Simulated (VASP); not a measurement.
Here is a VASP 6.6.1 calculation.

INCAR

```
  PREC = Accurate
  ENCUT = 600
  EDIFF = 1E-7
  ISMEAR = 1
  SIGMA = 0.1
  LREAL = F
  LASPH = T
  NELM = 80
  ALGO = Normal
  ISIF = 3
  LWAVE = F
  LCHARG = F
  METAGGA = R2SCAN
  LMIXTAU = T
  IBRION = 2
  NSW = 90
  EDIFFG = -0.005
```

KPOINTS

```
Automatic mesh
0
Gamma
  15 15 13
```

Contents of POSCAR:

```
WC                                      
1.0
    2.9161513407     -0.0000000000      0.0000000000
   -1.4580756704      2.5254611423     -0.0000000000
    0.0000000000      0.0000000000      2.8400539197
  W               C             
     1     1
Direct
     0.0000000000000000    0.0000000000000000    0.0000000000000000
     0.6666666667000030    0.3333333332999970    0.5000000000000000
```

Potentials or basis: VASP PAW PBE potentials, release 64 (W_sv, C).

The run is started by

```console
$ cat potpaw_PBE.64/W_sv/POTCAR potpaw_PBE.64/C/POTCAR > POTCAR
$ mpirun -np 1 vasp_std > vasp.out
```

Problem. Predict the band gap on the k mesh.

Solution. None (metal or under the smearing width).

Final structure:
```
CELL_PARAMETERS angstrom
2.91615 0.00000 0.00000
-1.45808 2.52546 0.00000
0.00000 0.00000 2.84005
ATOMIC_POSITIONS crystal
W 0.00000 0.00000 0.00000
C 0.66667 0.33333 0.50000
```

Caveat: the relaxation stopped at its first step, so nothing moved. The run has no spin-orbit coupling, so splittings on W are missing.
